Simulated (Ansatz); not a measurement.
**Al: stiffness from a series of strains**

```yaml
crystal:
  lattice:
    - [0.00000, 2.02398, 2.02398]
    - [2.02398, 0.00000, 2.02398]
    - [2.02398, 2.02398, 0.00000]
  atoms:
    - { symbol: Al, position: [0.00000, 0.00000, 0.00000] }
```

The cell is COD entry 4313206, as deposited and not checked against the literature; nothing was relaxed.

These are results of Ansatz 0.2.0, DFT, PBE, all-electron LAPW, scalar-relativistic, not measurements.

Sampling and basis: a Γ-centred 14×14×14 k mesh, Fermi–Dirac smearing of 0.05 eV, basis error target 1 meV/atom, no spin polarisation.

The strain is applied along the Cartesian axes of the cell as listed (the other components stay zero). Fractional coordinates are held (clamped ions).

σ is the change of stress from the unstrained cell, which is at -0.61 GPa; tension is positive, so slopes are stress–strain coefficients at that pressure. In a metal the k mesh adds noise.

Only quantities that a quadratic follows smoothly over the whole series are listed; rougher ones are left out.

```csv
εxx = εyy,σzz (GPa),σxx (GPa)
-0.0300,-4.13,-6.06
-0.0200,-2.58,-3.79
-0.0100,-1.22,-1.77
0.0000,0.00,0.00
0.0200,2.20,2.77
0.0300,3.44,3.75
```

Problem. Fit the series and read off the stiffness at zero strain.

Solution. Least-squares fits y = p0 + p1 x + p2 x² to the rows give σzz (GPa): p1 = 124, p2 = -410; σxx (GPa): p1 = 164, p2 = -1300. So 2 C12 = 124 GPa and C11 + C12 = 164 GPa.

Problem. One run, at εxx = εyy = 0.0100, is withheld. Predict its row.

Solution. The fits give 1.21, 1.51; the run gave 1.19, 1.50.
